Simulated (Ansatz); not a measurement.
Runs of Ansatz 0.2.0 on SrO. Symmetry: Fm-3m, No. 225, cubic system. The conventional cell has a = 5.133 Å, b = 5.133 Å, c = 5.133 Å, α = 90.00°, β = 90.00°, γ = 90.00°. Sr (site symmetry m-3m) has 6 O at 2.57 Å as nearest neighbours. O (site symmetry m-3m) is surrounded by 6 Sr at 2.57 Å. 

| task | level | cell | cutoff (eV) | smearing | points for each segment of the path | gap on the mesh (eV) | pressure (GPa) |
| --- | --- | --- | --- | --- | --- | --- | --- |
| band structure | r2SCAN50 | as given | 500 | fermi-dirac 0.05 eV | 4 | (c) | -1.1 |
| single point | HSE06+D3(BJ) | as given | 420 | gaussian 0.05 eV | - | 4.99 | (b) |
| band structure | r2SCAN0 | as given | 500 | fermi-dirac 0.05 eV | 4 | 6.05 | 0.2 |
| band structure | HF | as given | 420 | fermi-dirac 0.05 eV | 4 | (a) | 5.4 |
| relaxation of cell and atoms | HF | relaxed | 420 | fermi-dirac 0.05 eV | - | 13.02 | 0.0 |

Alike in all rows: potentials or basis Ansatz PAW; no spin polarisation; k mesh 5 × 5 × 5; the mesh is coarse, so values aren't converged.

Q: Estimate the missing entries.

A: (a) 13.10; (b) -2.4; (c) 8.18.

Caveats: all runs use coarse meshes; the PAW data sets come from PBE, with cores solved anew for the run's functional, which leaves a small shift of forces and pressure; the thresholds are loose for stress (some runs); the k mesh misses the band edges, so the gap on the mesh is wider than the one along the path (some runs); odd divisions of the mesh miss points on the zone boundary, where band edges often lie, so the gap on the mesh can be too wide (some runs); the plane-wave basis is chosen anew once the cell has moved, so the energies of steps on either side of that aren't comparable (some runs).

A k mesh can miss the band edges, and the runs leave out spin-orbit coupling on Sr.
